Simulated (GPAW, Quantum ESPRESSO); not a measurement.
Given: the input of a run of GPAW 26.7.0 on SiC (Moissanite 3C). 

run.py

```python
from ase.io import read
from gpaw import PW
from gpaw.dft import DFT

atoms = read('POSCAR')

dft = DFT(atoms,
          mode=PW(800),
          xc='PBE',
          kpts={'size': (10, 10, 10), 'gamma': True},
          occupations={'name': 'fermi-dirac', 'width': 0.05},
          nbands=11,
          convergence={'density': 1e-05, 'energy': 1e-05},
          maxiter=150,
          txt='gpaw.txt')
print(f'Energy: {dft.calculate_energy():.6f} eV')
print('Forces (eV/A):')
print(dft.calculate_forces().round(4))
print('Stress (eV/A^3):', dft.calculate_stress().round(6))
dft.write_gpw_file('gs.gpw')
```

File POSCAR:

```
SiC
1.0
    0.0000000000      2.1790000000      2.1790000000
    2.1790000000      0.0000000000      2.1790000000
    2.1790000000      2.1790000000      0.0000000000
Si C
1 1
Direct
    0.0000000000      0.0000000000      0.0000000000
    0.7500000000      0.7500000000      0.7500000000
```

Potentials or basis: GPAW PAW data sets (gpaw-data 1.2.1), pw.

The run is started by

```bash
$ OMP_NUM_THREADS=1 python run.py
```

**Question.** What does the same run look like in Quantum ESPRESSO 7.5 (ASE script)? Potentials or basis there: SSSP 1.3 efficiency PBE, cutoff 748 eV.

**Answer.** As run (cutoffs and basis follow the program's own potentials, and thresholds, step limits or extra output files can differ):

File run.py:

```python
import numpy as np
from ase.calculators.espresso import Espresso, EspressoProfile
from ase.io import read

atoms = read('POSCAR')

input_data = {
    'control': {'calculation': 'scf', 'prefix': 'pwscf', 'outdir': './tmp', 'tprnfor': True, 'tstress': True, 'disk_io': 'nowf'},
    'system': {'ecutwfc': 55.0, 'ecutrho': 440.0, 'nbnd': 9, 'occupations': 'smearing', 'smearing': 'fd', 'degauss': 0.00367493},
    'electrons': {'conv_thr': 4e-10, 'electron_maxstep': 120, 'mixing_beta': 0.5},
}
pseudopotentials = {'Si': 'Si.pbe-n-rrkjus_psl.1.0.0.UPF', 'C': 'C.pbe-n-kjpaw_psl.1.0.0.UPF'}
profile = EspressoProfile(command='pw.x', pseudo_dir='pseudo')
atoms.calc = Espresso(profile=profile, input_data=input_data, pseudopotentials=pseudopotentials, kpts=(10, 10, 10), koffset=(0, 0, 0))

print(f'energy {atoms.get_potential_energy():.8f} eV')
print('forces (eV/A)')
print(np.round(atoms.get_forces(), 6))
print('stress (eV/A^3, Voigt)')
print(np.round(atoms.get_stress(), 8))
print(f'Fermi level {atoms.calc.get_fermi_level():.4f} eV')
```

File POSCAR:

```
SiC
1.0
    0.0000000000      2.1790000000      2.1790000000
    2.1790000000      0.0000000000      2.1790000000
    2.1790000000      2.1790000000      0.0000000000
Si C
1 1
Direct
    0.0000000000      0.0000000000      0.0000000000
    0.7500000000      0.7500000000      0.7500000000
```

Potentials or basis: SSSP 1.3 efficiency PBE.

Run with:

```bash
$ OMP_NUM_THREADS=1 python run.py
```

Both were run:

|  | GPAW | Quantum ESPRESSO |
| --- | --- | --- |
| Pressure | 4.5 GPa | 3.5 GPa |

Pressure is positive in compression.
